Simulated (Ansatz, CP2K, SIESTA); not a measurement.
**Cd: 3 runs at one level of theory**

```
Cd
1.0
     2.97887    0.00000    0.00000
    -1.48944    2.57978    0.00000
     0.00000    0.00000    5.61765
Cd
2
Cartesian
  1.4894 0.8599 4.2132
  0.0000 1.7199 1.4044
```

Alike in all runs: task band structure; functional LDA; k mesh 10 × 10 × 5; occupations fermi-dirac, width 0.05 eV; no spin polarisation; no spin-orbit coupling. LDA stands for any of its common fits. Pressure is positive in compression and, in plane waves, holds the error of the finite cutoff.

```json
{"program and potentials": "SIESTA, files PseudoDojo sr-lda-0.4.1-standard, DZP (energy shift 0.003 Ry; two zetas on semicore shells)", "plane-wave cutoff (eV)": "-", "notes": "atomic basis; 20 valence electrons an atom on average", "pressure (GPa)": "-5.30"}
{"program and potentials": "Ansatz, all-electron LAPW, scalar-relativistic", "plane-wave cutoff (eV)": "-", "notes": "-", "pressure (GPa)": "-4.44"}
{"program and potentials": "CP2K, GTH_POTENTIALS Cd GTH-PADE-q12; TZVP-MOLOPT-PBE-GTH basis", "plane-wave cutoff (eV)": "-", "notes": "atomic basis; 12 valence electrons an atom on average", "pressure (GPa)": "-3.89"}
```

The pressure spans -5.30 (SIESTA, files PseudoDojo sr-lda-0.4.1-standard, DZP (energy shift 0.003 Ry; two zetas on semicore shells)) to -3.89 GPa (CP2K, GTH_POTENTIALS Cd GTH-PADE-q12; TZVP-MOLOPT-PBE-GTH basis), with all-electron results at -4.44. Rows in atomic bases carry the error of their basis and grid, which can be large.

The functional is the same throughout but for its coding, so the spread measures potentials, basis and numerics; runs on potential files found faulty are left out.
